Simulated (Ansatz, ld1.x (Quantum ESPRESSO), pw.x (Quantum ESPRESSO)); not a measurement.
**silver (Ag): one change to the TM potential, in the atom and in the sc crystal**

Ag (Z = 47), norm-conserving Troullier–Martins (Kleinman–Bylander form), made with ld1.x (Quantum ESPRESSO) 7.5 (PBE, scalar-relativistic). Core [Kr], reference 4d10 5s0 5p0 (charge +1). Waves: 5s (bound, empty): rc 2.00 bohr; 5p (bound, empty): rc 3.00 bohr; 4d (bound): rc 1.60 bohr. Local part: all-electron potential smoothed inside 2.60 bohr (lloc = -1). Core correction: none.

Change: local potential all-electron potential smoothed inside 2.40 bohr (lloc = -1).

Cutoffs, loose and tight: the cutoffs (Ry, on a coarse ladder) from which the occupation-weighted sum of valence levels, in a spherical-Bessel basis at the reference potential, stays within 10 and 1 mRy of its value at 400 Ry. They do not see the model core or the augmentation charge, which bear on the density cutoff. Test errors are all-electron minus pseudo excitation energies from the reference, over the configurations 4d10 5s1 5p0; 4d9 5s0 5p0; 4d8 5s0 5p0; 4d10 5s0.5 5p0; 4d9 5s2 5p0; 4d9 5s1 5p0; 4d7 5s0 5p0; variants that change the core or the reference have their own tests.

Crystal test: sc Ag in pw.x 7.5, no spin, 12³ k-points, Fermi–Dirac smearing 0.01 Ry, cutoffs set for each file from its atomic test. The reference is all-electron LAPW (Ansatz 0.2.0) with the same functional, mesh and smearing; V0 and B0 come from Birch–Murnaghan fits to the pressures at five volumes. Errors are pseudo minus all-electron; Δ is the rms difference of the E(V) curves that follow from these fits, minima aligned, over ±6 % about the mean V0. Mesh and smearing are coarse, so the numbers serve the comparison and aren't converged zero-temperature values; the lattice is a test structure that the element need not adopt.

All-electron: a0 = 2.752 Å (V0 = 20.84 Å³/atom), B0 = 66.2 GPa.

**Question.** Does the change bring the crystal closer to the all-electron result?

**Answer.** The mean pressure error goes from -1.59 to -2.06 GPa, so the change moves the solid further from the all-electron pressures.

```csv
quantity,base,changed
outcome (atom),generated,generated
"cutoff, loose (atom)",70 Ry,70 Ry
"cutoff, tight (atom)",100 Ry,100 Ry
bound ghosts (atom),none,none
largest test error (meV) (atom),-396 over the solved tests; 1 of 7 tests not solved or not reliable,-962 over the solved tests; 1 of 7 tests not solved or not reliable
cutoffs in pw.x (Ry),120/480,120/480
a0 (Å),2.730,2.723
a0 error (%),-0.79,-1.04
B0 error (%),+7.7,+9.3
Δ (meV/atom),7.4,9.7
mean pressure error (GPa),-1.59,-2.06
```

Base: The largest radius (3.00 bohr) exceeds half the bond length (2.60 bohr), so the spheres overlap, which is one possible source of error among others. This is a poor potential for the solid. Atomic configuration tests: 1 of 7 tests not solved or not reliable. Changed file: The largest radius (3.00 bohr) exceeds half the bond length (2.60 bohr), so the spheres overlap, which is one possible source of error among others. This is a poor potential for the solid. Atomic configuration tests: 1 of 7 tests not solved or not reliable. The logarithmic derivative shows an extra or strongly shifted pseudo pole above the reference energy (s near 1.17 Ry). The atomic cutoffs weigh occupied waves only.
